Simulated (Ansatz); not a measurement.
Crystal: SiNi3.

```
Ni Si
1.0
     3.54200    0.00000    0.00000
     0.00000    3.54200    0.00000
     0.00000    0.00000    3.54200
Ni Si
3 1
Direct
  0.50000 0.50000 0.00000
  0.50000 0.00000 0.50000
  0.00000 0.50000 0.50000
  0.00000 0.00000 0.00000
```

Base run:

* Program: Ansatz 0.2.0
* Functional: PBE
* Potentials or basis: all-electron LAPW, scalar-relativistic
* Cutoff: 283 eV (chosen from the basis error)
* Basis error allowed: 0.002 eV/atom
* k mesh: 8 × 8 × 8
* Occupations: fermi-dirac, width 0.05 eV
* Spin: collinear spin, ferromagnetic start
* Starting moments: [1.0, 1.0, 1.0, 0.0] μB
* Fixed moment: 3 μB

Its results: pressure 2.0 GPa; site moments Ni +0.92; Si +0.19 μB.

Q: The run is repeated on the same cell with these changes: fixed moment from 3 μB to 1.5 μB; moments at the start from [1.0, 1.0, 1.0, 0.0] to [0.5, 0.5, 0.5, 0.0]. What comes out?

A: Pressure -3.7 GPa; site moments Ni +0.50; Si +0.02 μB.

Caveats: the total moment is fixed, so each spin has its own Fermi level.
